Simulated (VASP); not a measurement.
BiTe, 2 atoms in the cell. It takes space group R-3m (No. 166, trigonal). The conventional cell has a = 4.845 Å, b = 4.845 Å, c = 9.952 Å, α = 90.00°, β = 90.00°, γ = 120.00°. Around Bi (site symmetry -3m) lie 6 Te at 3.25 Å. Te (site symmetry -3m) has 6 Bi at 3.25 Å as nearest neighbours. The cell comes from a database or a generator and needn't be the stable form of this composition.

| Property | Result |
| --- | --- |
| Program | VASP 6.6.1 |
| Task | single point |
| Functional | PBE |
| Potentials or basis | VASP PAW PBE potentials, release 64 (Bi_d_GW, Te_GW) |
| Cutoff | 450 eV |
| k mesh | 4 × 4 × 4 |
| Occupations | gaussian, width 0.02 eV |
| Spin | no spin polarisation |
| Further INCAR settings | ALGO = Normal; EDIFF = 1e-07; NBANDS = 18 |

Potentials or basis: VASP PAW PBE potentials, release 64 (Bi_d_GW, Te_GW).

Command:

```bash
$ cat potpaw_PBE.64/Bi_d_GW/POTCAR potpaw_PBE.64/Te_GW/POTCAR > POTCAR
$ mpirun -np 1 vasp_std > vasp.out
```

Hardware: 1 thread of AMD EPYC 7R13 Processor (Zen 3) (shared host).

Problem. How long does it take, and how much memory?

Solution. Wall time 27 s on 1 thread of AMD EPYC 7R13 Processor (Zen 3), on a shared host, peak memory 0.15 GiB. Counts: scf iterations 13, k points 13.
